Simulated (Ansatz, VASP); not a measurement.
## One calculation of Zr2B, two programs

```xyz
3
Lattice="4.1518 0.0000 0.0000 -2.0759 3.5955 0.0000 0.0000 0.0000 2.6392" Properties=species:S:1:pos:R:3 pbc="T T T"
Zr    0.0000    2.3970    1.3196
Zr    2.0759    1.1985    1.3196
B     0.0000    0.0000    0.0000
```

Alike in both runs: task relaxation of cell and atoms; functional r2SCAN; k mesh 6 × 6 × 6; occupations gaussian, width 0.1 eV; no spin polarisation.

|  | VASP | Ansatz |
| --- | --- | --- |
| version | VASP 6.6.1 | Ansatz 0.2.0 |
| potentials or method | VASP PAW PBE potentials, release 64 (Zr_sv, B) | scalar-relativistic, plane waves, PAW |
| plane-wave cutoff (eV) | 600 | 500 |
| valence electrons in the cell | 27 | 27 |

```tsv
	VASP	Ansatz	Ansatz less VASP
gap on the k mesh at the Fermi level, each at its own relaxed structure (eV)	none	none	-
relaxed volume (Å³/atom)	16.41	16.41	-0.003
relaxed cell length with the largest relative difference (Å)	2.811	2.814	+0.0022
energy change over the relaxation (meV/atom)	-348	-340	+7.6
```

A gap of «none» marks a metal or a gap that the smearing closes.

Caveats: the k mesh is coarse (spacing up to 0.40 Å⁻¹), so the values aren't converged; the volume moved by over 15 % at a fixed basis, so the end points are rough (VASP); the PAW data sets were made with another functional, which shifts forces and pressure a little (VASP).
